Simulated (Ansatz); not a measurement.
# ZnS: the cost of one run

Computed with Ansatz 0.2.0 (DFT, PBE, plane-wave PAW, default files, scalar-relativistic, as far as a step names no other, unless a step's input says otherwise).

1 further run of the same task is left out (it didn't finish).

**1. Starting point**

The structure is trigonal, space group P3m1 (No. 156). Conventional cell: a = 3.810 Å, b = 3.810 Å, c = 43.627 Å, α = 90.00°, β = 90.00°, γ = 120.00°. Around Zn (site symmetry 3m) lie 4 S at 2.33 to 2.34 Å. Zn (site symmetry 3m) is surrounded by 4 S at 2.33 Å. Around Zn (site symmetry 3m) lie 4 S at 2.34 Å. Only part of the 28 independent sites is listed.

Coordinates:

```
Zn S
1.0
     3.80954    0.00000    0.00000
    -1.90477    3.29916    0.00000
     0.00000    0.00000   43.62733
Zn S
14 14
Direct
  0.00000 0.00000 0.14291
  0.66667 0.33333 0.07146
  0.00000 0.00000 0.57142
  0.00000 0.00000 0.78569
  0.33333 0.66667 0.71425
  0.33333 0.66667 0.28567
  0.66667 0.33333 0.21435
  0.66667 0.33333 0.64295
  0.33333 0.66667 0.42857
  0.00000 0.00000 0.92862
  0.66667 0.33333 0.49991
  0.00000 0.00000 0.35716
  0.33333 0.66667 0.00009
  0.33333 0.66667 0.85719
  0.33333 0.66667 0.76775
  0.00000 0.00000 0.98221
  0.00000 0.00000 0.19648
  0.66667 0.33333 0.69643
  0.33333 0.66667 0.91072
  0.33333 0.66667 0.48206
  0.00000 0.00000 0.41075
  0.33333 0.66667 0.33920
  0.66667 0.33333 0.55343
  0.00000 0.00000 0.83927
  0.33333 0.66667 0.05361
  0.66667 0.33333 0.26783
  0.00000 0.00000 0.62504
  0.66667 0.33333 0.12497
```

**2. First run, atoms as given**

Input file input.yaml:

```yaml
crystal:
  lattice:
    - [3.8095402906, 0.0, 0.0]
    - [-1.9047701453, 3.2991586684, 0.0]
    - [0.0, 0.0, 43.62732603]
  atoms:
    - { symbol: Zn, position: [0.0, 0.0, 0.14290554] }
    - { symbol: Zn, position: [0.6666666667, 0.3333333333, 0.07146361] }
    - { symbol: Zn, position: [0.0, 0.0, 0.57142373] }
    - { symbol: Zn, position: [0.0, 0.0, 0.78569168] }
    - { symbol: Zn, position: [0.3333333333, 0.6666666667, 0.71424838] }
    - { symbol: Zn, position: [0.3333333333, 0.6666666667, 0.28567159] }
    - { symbol: Zn, position: [0.6666666667, 0.3333333333, 0.21434975] }
    - { symbol: Zn, position: [0.6666666667, 0.3333333333, 0.64294581] }
    - { symbol: Zn, position: [0.3333333333, 0.6666666667, 0.4285702] }
    - { symbol: Zn, position: [0.0, 0.0, 0.92862341] }
    - { symbol: Zn, position: [0.6666666667, 0.3333333333, 0.49990914] }
    - { symbol: Zn, position: [0.0, 0.0, 0.35716375] }
    - { symbol: Zn, position: [0.3333333333, 0.6666666667, 9.102e-05] }
    - { symbol: Zn, position: [0.3333333333, 0.6666666667, 0.85718833] }
    - { symbol: S, position: [0.3333333333, 0.6666666667, 0.76775249] }
    - { symbol: S, position: [0.0, 0.0, 0.98220877] }
    - { symbol: S, position: [0.0, 0.0, 0.1964826] }
    - { symbol: S, position: [0.6666666667, 0.3333333333, 0.69642998] }
    - { symbol: S, position: [0.3333333333, 0.6666666667, 0.91071683] }
    - { symbol: S, position: [0.3333333333, 0.6666666667, 0.48206335] }
    - { symbol: S, position: [0.0, 0.0, 0.41075042] }
    - { symbol: S, position: [0.3333333333, 0.6666666667, 0.33919653] }
    - { symbol: S, position: [0.6666666667, 0.3333333333, 0.55343138] }
    - { symbol: S, position: [0.0, 0.0, 0.83926668] }
    - { symbol: S, position: [0.3333333333, 0.6666666667, 0.05360962] }
    - { symbol: S, position: [0.6666666667, 0.3333333333, 0.26783482] }
    - { symbol: S, position: [0.0, 0.0, 0.62503756] }
    - { symbol: S, position: [0.6666666667, 0.3333333333, 0.12496805] }
kpoints:
  mp_grid: { grid: [8, 8, 1] }
scf:
  occupations: { method: fermi_dirac, width: 0.02 }
hamiltonian:
  xc: pbe
  pseudopotentials: { kind: paw }
output:
  forces: true
  stress: true
  populations: true
  efg:
    quadrupole_moments_barn: { Zn: 0.122, S: -0.0694 }
    contact_densities: true
```

Run with:

```console
> ansatz run input.yaml --threads 1 --pin off --max-ram 2560MiB --backend cpu --events-out ev --progress --plain --runs-dir out
```

**Question.** How long does this run take on 1 thread of an x86-64 CPU, shared host, and how much memory does it need?

About 76 s, with a peak of 1.4 GiB.
